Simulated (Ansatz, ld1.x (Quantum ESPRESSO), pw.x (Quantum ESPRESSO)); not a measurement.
pw.x on sc H: one setting changed

Potential: ultrasoft, ld1.x (Quantum ESPRESSO) 7.5, PBE; core none, reference 1s1; waves: 1s (bound): rcut 1.40, rcutus 1.55 bohr; 1s channel at 1.95 Ry: rcut 1.40, rcutus 1.55 bohr; 2p channel at 0.25 Ry: rcut 1.20, rcutus 1.55 bohr; 2p channel at 1.1 Ry: rcut 1.20, rcutus 1.55 bohr; local part: all-electron potential smoothed inside 1.45 bohr (lloc = -1); core correction: none; augmentation: PSQ, inside the norm-conserving radii.

The reference run (k-mesh 18³, cutoffs 40/320 Ry, Fermi–Dirac 0.01 Ry, mixing_beta 0.4, conv_thr 1e-9, no spin) gives 1.30 GPa at 3.057 Å³/atom, where all-electron LAPW gives 1.13 GPa. This run, with its own iteration cap, changes degauss to 0.005.

```
&control
  calculation='scf', prefix='x', pseudo_dir='./', outdir='./tmp', tstress=.true., disk_io='none'
/
&system
  ibrav=0, nat=1, ntyp=1, ecutwfc=40, ecutrho=320, nbnd=7,
  occupations='smearing', smearing='fd', degauss=0.005
/
&electrons
  conv_thr=1e-09, mixing_beta=0.4, electron_maxstep=50
/
ATOMIC_SPECIES
H 1.0 H.UPF
CELL_PARAMETERS angstrom
  1.45132657 0.00000000 0.00000000
  0.00000000 1.45132657 0.00000000
  0.00000000 0.00000000 1.45132657
ATOMIC_POSITIONS crystal
H 0.0000 0.0000 0.0000
K_POINTS automatic
18 18 18 0 0 0
```

```bash
pw.x < H.scf.in > H.scf.out
```

Question: How does the run end?

Answer: It converges in 5 iterations; the free energy moves by +2.3 meV/atom and the pressure by -0.12 GPa. In a metal, with Fermi–Dirac smearing, F lies below its zero-width value by a term in the square of the width.

```
Message from routine setup:
     using ibrav=0 with symmetry is DISCOURAGED, use correct ibrav instead
     lattice parameter (alat)  =       2.7426  a.u.
     unit-cell volume          =      20.6297 (a.u.)^3
     number of electrons       =         1.00
     number of Kohn-Sham states=            7
     kinetic-energy cutoff     =      40.0000  Ry
     charge density cutoff     =     320.0000  Ry
     scf convergence threshold =      1.0E-09
     Exchange-correlation= PBE
     number of k points=   220  Fermi-Dirac smearing, width (Ry)=  0.0050
     iteration #  1     ecut=    40.00 Ry     beta= 0.40
     total energy              =      -1.08490770 Ry
     estimated scf accuracy    <       0.00022519 Ry
     iteration #  2     ecut=    40.00 Ry     beta= 0.40
     total energy              =      -1.08493850 Ry
     estimated scf accuracy    <       0.00008435 Ry
     iteration #  3     ecut=    40.00 Ry     beta= 0.40
     total energy              =      -1.08494013 Ry
     estimated scf accuracy    <          9.2E-09 Ry
     iteration #  4     ecut=    40.00 Ry     beta= 0.40
     total energy              =      -1.08494017 Ry
     estimated scf accuracy    <       0.00000003 Ry
     iteration #  5     ecut=    40.00 Ry     beta= 0.40
     the Fermi energy is     2.8695 ev
!    total energy              =      -1.08494017 Ry
     estimated scf accuracy    <          3.0E-11 Ry
     smearing contrib. (-TS)   =      -0.00009878 Ry
     The total energy is F=E-TS. E is the sum of the following terms:
     one-electron contribution =       0.59075930 Ry
     hartree contribution      =       0.02707645 Ry
     xc contribution           =      -0.66815246 Ry
     ewald contribution        =      -1.03452469 Ry
     convergence has been achieved in   5 iterations
          total   stress  (Ry/bohr**3)                   (kbar)     P=       11.75
     Message from routine punch:
     Nothing written, as per user request (disk_io='none')
```

The run took about 1.2 s on one core of a shared host (Neoverse-V1, 64 threads, 503 GiB, load 17).
